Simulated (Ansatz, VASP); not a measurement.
# One calculation of Ba, two programs

Contents of INCAR:

```
PREC     = Accurate       # precision mode
ENCUT    = 520            # plane-wave cutoff, eV
EDIFF    = 1E-6           # SCF threshold, eV
ISMEAR   = 0              # smearing method
SIGMA    = 0.1            # smearing width, eV
LREAL    = F              # projectors in reciprocal space
LASPH    = T              # aspherical terms in the spheres
NELM     = 60             # most SCF steps
ALGO     = Normal         # electronic algorithm
ISIF     = 2              # what is computed and relaxed
LWAVE    = F              # write WAVECAR
LCHARG   = F              # write CHGCAR
GGA      = PE             # functional
NBANDS   = 11             # bands
```

The input KPOINTS:

```
Automatic mesh
0
Gamma
  6 6 6
```

File POSCAR:

```
Ba
1.0
    0.0000000000      3.2326650028      3.2326650028
    3.2326650028      0.0000000000      3.2326650028
    3.2326650028      3.2326650028      0.0000000000
Ba
1
Direct
    0.0000000000      0.0000000000      0.0000000000
```

Input for Ansatz:

```yaml
crystal:
  lattice:
    - [0.0, 3.2326650028, 3.2326650028]
    - [3.2326650028, 0.0, 3.2326650028]
    - [3.2326650028, 3.2326650028, 0.0]
  atoms:
    - { symbol: Ba, position: [0.0, 0.0, 0.0] }
basis:
  ecutwfc: 420
kpoints:
  mp_grid: { grid: [6, 6, 6] }
hamiltonian:
  xc: pbe
scf:
  occupations: { method: gaussian, width: 0.1 }
output:
  forces: true
  stress: true
  eigenvalues: true
```

This isn't the form of Ba at room conditions, which is bcc.

Alike in both runs: task single point; functional PBE; k mesh 6 × 6 × 6; occupations gaussian, width 0.1 eV; no spin polarisation.

|  | VASP | Ansatz |
| --- | --- | --- |
| version | VASP 6.6.1 | Ansatz 0.2.0 |
| potentials or method | VASP PAW PBE potentials, release 64 (Ba_sv) | scalar-relativistic, plane waves, PAW |
| plane-wave cutoff (eV) | 520 | 420 |
| valence electrons in the cell | 10 | 10 |

|  | VASP | Ansatz | Ansatz less VASP |
| --- | --- | --- | --- |
| gap on the k mesh at the Fermi level (eV) | none | none | - |
| pressure (GPa) | -0.4 | -0.4 | -0.04 |

A gap of «none» marks a metal or a gap that the smearing closes. With one functional, cell and mesh, what is left measures potentials, basis and numerics.

Spin-orbit coupling is left out, which matters for the levels of Ba.
